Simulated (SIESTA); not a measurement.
Crystal: CoO.

```
Co O
1.0
     1.50547    0.86918    2.43993
    -1.50547    0.86918    2.43993
     0.00000   -1.73837    2.43993
Co O
1 1
Direct
  0.00000 0.00000 0.00000
  0.50000 0.50000 0.50000
```

The cell is a database's computed one.

Alike in all runs: program SIESTA 5.4.2; functional PBE; potentials or basis PseudoDojo 0.4 standard (PBE files); basis DZP (energy shift 0.003 Ry; two zetas on semicore shells); grid cutoff 800 Ry; energy shift 0.003 Ry; k mesh 8 × 8 × 8; occupations fermi-dirac, width 0.05 eV.

Starts and where they ended:

```csv
start,free energy over the lowest (meV/atom),net moment (μB),site or absolute moments (μB),gap
"non-collinear spin, random start of up to 1.71 μB",0.0,2.96,-,none (metal or under the smearing width)
"collinear spin, ferromagnetic start of up to 2 μB",0.0,2.96,Co +2.60; O +0.36,none (metal or under the smearing width)
"collinear spin, zero start",284.9,0.00,-,none (metal or under the smearing width)
"collinear spin, fm_larger start of up to 3.5 μB",0.0,2.96,Co +2.60; O +0.36,none (metal or under the smearing width)
```

The spin-polarised runs without a constraint all converged, yet they end up to 285 meV/atom apart: a converged run can sit in a state that isn't the lowest. A still lower state may exist.

Caveats: the basis of atomic orbitals isn't converged, which shifts pressures, moduli and gaps; semilocal functionals often make such compounds metallic where correlation or magnetic order opens a gap, which also shifts bond lengths; a cell with one magnetic atom can't hold antiferromagnetic order, which such compounds often take (some runs).
